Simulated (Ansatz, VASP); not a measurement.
**Se in VASP and in Ansatz**

Contents of INCAR:

```
SYSTEM = Se
ALGO = Normal
EDIFF = 1E-6
ENCUT = 520
GGA = PS
ISIF = 2
ISMEAR = -1
LASPH = .TRUE.
LCHARG = .FALSE.
LREAL = .FALSE.
LWAVE = .FALSE.
NBANDS = 16
NELM = 60
PREC = Accurate
SIGMA = 0.02
```

KPOINTS

```
k-points
0
G
  8 8 6
  0 0 0
```

The input POSCAR:

```
Se
1.0
    4.3259394702      0.0000000000      0.0000000000
   -2.1629697351      3.7463734764      0.0000000000
    0.0000000000      0.0000000000      4.9162312139
Se
3
Direct
    0.2170000000      0.0000000000      0.1666666667
    0.0000000000      0.2170000000      0.8333333333
    0.7830000000      0.7830000000      0.5000000000
```

Input for Ansatz:

```yaml
crystal:
  lattice:
    - [4.3259394702, 0.0, 0.0]
    - [-2.1629697351, 3.7463734764, 0.0]
    - [0.0, 0.0, 4.9162312139]
  atoms:
    - { symbol: Se, position: [0.217, 0.0, 0.1666666667] }
    - { symbol: Se, position: [0.0, 0.217, 0.8333333333] }
    - { symbol: Se, position: [0.783, 0.783, 0.5] }
kpoints:
  mp_grid: { grid: [8, 8, 6] }
  band_path:
    path:
      - [0.0, 0.0, 0.0]
      - [0.5, 0.0, 0.0]
      - [0.3333333333, 0.3333333333, 0.0]
      - [0.0, 0.0, 0.0]
      - [0.0, 0.0, 0.5]
      - [0.5, 0.0, 0.5]
      - [0.3333333333, 0.3333333333, 0.5]
      - [0.0, 0.0, 0.5]
      - [0.5, 0.0, 0.5]
    npoints: 5
scf:
  occupations: { method: fermi_dirac, width: 0.02 }
hamiltonian:
  xc: pbesol
  pseudopotentials: { kind: all_electron, lapw: { basis_error: 0.001 } }
output:
  forces: true
  stress: true
  eigenvalues: true
```

Change from the starting cell: volume scaled by 0.98.

Alike in both runs: task single point; functional PBEsol; k mesh 8 × 8 × 6; occupations fermi-dirac, width 0.02 eV; no spin polarisation.

```csv
,VASP,Ansatz
version,VASP 6.6.1,Ansatz 0.2.0
potentials or method,"VASP PAW PBE potentials, release 64 (Se)","all-electron LAPW, scalar-relativistic"
plane-wave cutoff (eV),520,see its input
```

|  | VASP | Ansatz | Ansatz less VASP |
| --- | --- | --- | --- |
| gap on the k mesh at the Fermi level (eV) | 1.07 | 1.10 | +0.026 |
| pressure (GPa) | 4.5 | 4.3 | -0.28 |
| largest component of the traceless stress (GPa) | 2.28 | 2.15 | -0.130 |
| rms of the force components (eV/Å) | 0.767 | 0.727 | -0.0409 |

Atom by atom the forces differ by 0.041 eV/Å (rms over components). Ansatz ran all-electron here, so the differences hold the error of VASP's frozen core and of both bases.

Caveats: the PAW data sets were made with another functional, which shifts forces and pressure a little (VASP). A k mesh can miss the band edges.
